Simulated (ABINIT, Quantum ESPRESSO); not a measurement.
# The electronic dielectric constant of InP, sorted by core time

**What was measured.** The electronic dielectric constant of InP (F-43m) is reported as 9.61 at 300 K (a printed reference work). The runs below try to reproduce it.

It takes space group F-43m (No. 216, cubic). Conventional cell: a = 5.861 Å, b = 5.861 Å, c = 5.861 Å, α = 90.00°, β = 90.00°, γ = 90.00°. Around In (site symmetry -43m) lie 4 P at 2.54 Å. P (site symmetry -43m) has 4 In at 2.54 Å as nearest neighbours.

| rung | level | program and potentials | cutoff (eV) | k mesh | smearing | task | core time | chip | electronic dielectric constant | miss | notes |
| --- | --- | --- | --- | --- | --- | --- | --- | --- | --- | --- | --- |
| GGA | PBEsol | ABINIT, PseudoDojo NC SR PBEsol v0.4.1 standard | 844 | 4 × 4 × 4, 4 shifts | fixed | dielectric tensor | 14 min | Intel Xeon | 12.03 | +25.2 % | 9 valence electrons an atom on average |
| GGA | PBE | ABINIT, PseudoDojo NC SR PBE v0.4 stringent | 1007 | 4 × 4 × 4, 4 shifts | fixed | dielectric tensor | 17 min | Arm Neoverse V1 | 11.44 | +19.0 % | 13 valence electrons an atom on average |
| GGA | PBE | ABINIT, PseudoDojo NC SR PBE v0.4.1 standard | 952 | 4 × 4 × 4, 4 shifts | fixed | dielectric tensor | 17 min | Arm Neoverse V1 | 11.47 | +19.4 % | 9 valence electrons an atom on average |
| GGA | PBEsol | ABINIT, PseudoDojo NC SR PBEsol v0.4 stringent | 1007 | 4 × 4 × 4, 4 shifts | fixed | dielectric tensor | 18 min | Arm Neoverse V1 | 12.00 | +24.9 % | 13 valence electrons an atom on average |
| GGA | revPBE | Quantum ESPRESSO, PseudoDojo 0.5 SR PBE standard | 952 | 6 × 6 × 6, shifted | fixed | phonons | 24 min | Intel Xeon | 10.58 | +10.1 % | potentials made for PBE; 9 valence electrons an atom on average |
| LDA | LDA | ABINIT, PseudoDojo NC SR LDA v0.4.1 standard | 844 | 4 × 4 × 4, 4 shifts | fixed | phonon dispersion | 61 min | Arm Neoverse N1 | 12.60 | +31.1 % | 9 valence electrons an atom on average |

Times are single runs on shared hosts and different chips, so they are rough; meshes, cutoffs and the tasks' sizes weigh on the time. All rows: no spin polarisation. Smearing widths are in eV. The cell comes from a database and isn't always the measured one. Meshes differ between rows, which moves values too. All levels ran on this one cell, unrelaxed unless noted. Meshes are those of the run's cell of 2 atoms unless a note names another. Misses use the values as printed. Runs on faulty files, with rough fits or with known faults for this quantity aren't shown. No row holds spin-orbit coupling.

By rung: LDA 12.60; GGA 10.58 to 12.03. Measured: 9.61 at 300 K (a printed reference work). Closest is revPBE (+10.1 %). The runs are for a static lattice, while measurements hold temperature and zero-point motion.
